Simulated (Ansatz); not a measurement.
Theory: DFT PBE, scalar-relativistic, plane waves, PAW in Ansatz 0.2.0. All cells share a 420 eV cutoff and Γ-centred k meshes spaced at most about 0.3 Å⁻¹ (about 0.25 or finer for metals, 2π included). No spin polarisation.

Each guess is relaxed in cell and atoms at zero pressure, on a coarse mesh first where it starts far from rest and then on a converged one. The steps can't lower the symmetry of the start, but it can rise. Energies are static (0 K, no zero-point motion).

Two unrelaxed guesses for Ba3HfO:

A.

Space group Pm-3m (No. 221). a = 4.945 Å, b = 4.945 Å, c = 4.945 Å, α = 90.00°, β = 90.00°, γ = 90.00°
```csv
atom,site,symmetry,x,y,z
Ba,3c,4/mm.m,0.5000,0.5000,0.0000
Hf,1a,m-3m,0.0000,0.0000,0.0000
O,1b,m-3m,0.5000,0.5000,0.5000
```

B.

Space group P4/mmm (No. 123). a = 4.870 Å, b = 4.870 Å, c = 6.443 Å, α = 90.00°, β = 90.00°, γ = 90.00°
| atom | site | symmetry | x | y | z |
| --- | --- | --- | --- | --- | --- |
| Ba | 2e | mmm. | 0.5000 | 0.0000 | 0.5000 |
| Ba | 1a | 4/mmm | 0.0000 | 0.0000 | 0.0000 |
| Hf | 1c | 4/mmm | 0.5000 | 0.5000 | 0.0000 |
| O | 1d | 4/mmm | 0.5000 | 0.5000 | 0.5000 |

Question: Where do they end, and which end is lower?

Answer: B ends lower, by 237 meV/atom. A: Pm-3m at 24.2 Å³/atom → Pm-3m (antiperovskite type) at 33.0 Å³/atom; B: P4/mmm at 30.6 Å³/atom → P4/mmm at 35.5 Å³/atom. Counting Ba or Hf atoms around O (for each partner element, those within 1.25 times its shortest distance or 1.15 times the sum of covalent radii, where it is the nearest in units of that sum or under 1.3; a plus sign parts groups by distance over the sum of covalent radii), the end of A has O 6 and the end of B has O 2+4. End of A. Conventional cell: a = 5.482 Å. Around Ba lie 2 O at 2.74 Å, 4 Hf at 3.88 Å and 8 Ba at 3.88 Å; Hf is surrounded by 12 Ba at 3.88 Å; O is surrounded by 6 Ba at 2.74 Å. End of B. Conventional cell: a = 6.562 Å, c = 4.118 Å. Ba on a site of symmetry mmm is surrounded by 2 O at 3.28 Å, 4 Ba at 3.87 Å, 4 Hf at 3.87 Å, 2 Ba at 4.12 Å and 4 Ba at 4.64 Å; Hf is surrounded by 2 O at 2.06 Å and 8 Ba at 3.87 Å; O is surrounded by 2 Hf at 2.06 Å and 4 Ba at 3.28 Å; 1 more site not described.

Ends held by symmetry can be saddle points. Spin–orbit coupling, which can matter for Hf, is left out.
